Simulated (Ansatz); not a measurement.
V: relaxation of cell and atoms with PBEsol

The system is V.

```
CELL_PARAMETERS angstrom
-1.51435 1.51435 1.51435
1.51435 -1.51435 1.51435
1.51435 1.51435 -1.51435
ATOMIC_POSITIONS crystal
V 0.00000 0.00000 0.00000
```

```json
{
  "Program": "Ansatz 0.2.0",
  "Task": "relaxation of cell and atoms",
  "Functional": "PBEsol",
  "Potentials or basis": "all-electron LAPW, scalar-relativistic",
  "Basis error allowed": "0.001 eV/atom",
  "k mesh": "12 × 12 × 12",
  "Occupations": "fermi-dirac, width 0.05 eV",
  "Spin": "collinear spin, ferromagnetic start",
  "Starting moments": "[2.0] μB",
  "Target pressure": "10 GPa"
}
```

* Relaxed volume: 12.33 Å³/atom
* Relaxed cell: a = 2.521 Å, b = 2.521 Å, c = 2.521 Å, α = 109.47°, β = 109.47°, γ = 109.47°
* Space group after relaxing (to 0.05 Å): Im-3m (No. 229)
* Energy change on relaxing (the enthalpy is what falls): -19.8 meV/atom
* Ionic steps: 5
* Pressure after relaxing: 10.0 GPa
* Net moment: 0.00 μB per cell
* Absolute moment: 0.00 μB per cell

Step by step:
```tsv
step	energy change (eV)	largest force (eV/Å)	volume (Å³)
1	0.0000	0.0000	13.89
2	0.0152	0.0000	11.93
3	-0.0233	0.0000	12.39
4	-0.0198	0.0000	12.33
5	-0.0198	0.0000	12.33
```

Final structure:
```
V
1.0
    -1.45545    1.45545    1.45545
     1.45545   -1.45545    1.45545
     1.45545    1.45545   -1.45545
V
1
Cartesian
  0.0000 0.0000 0.0000
```

Wall time 6.8 s on 2 threads of AMD EPYC 9R45 96-Core Processor (Zen 5), on a shared host, peak memory 0.4 GiB.

Caveat: the starting moments weren't kept.
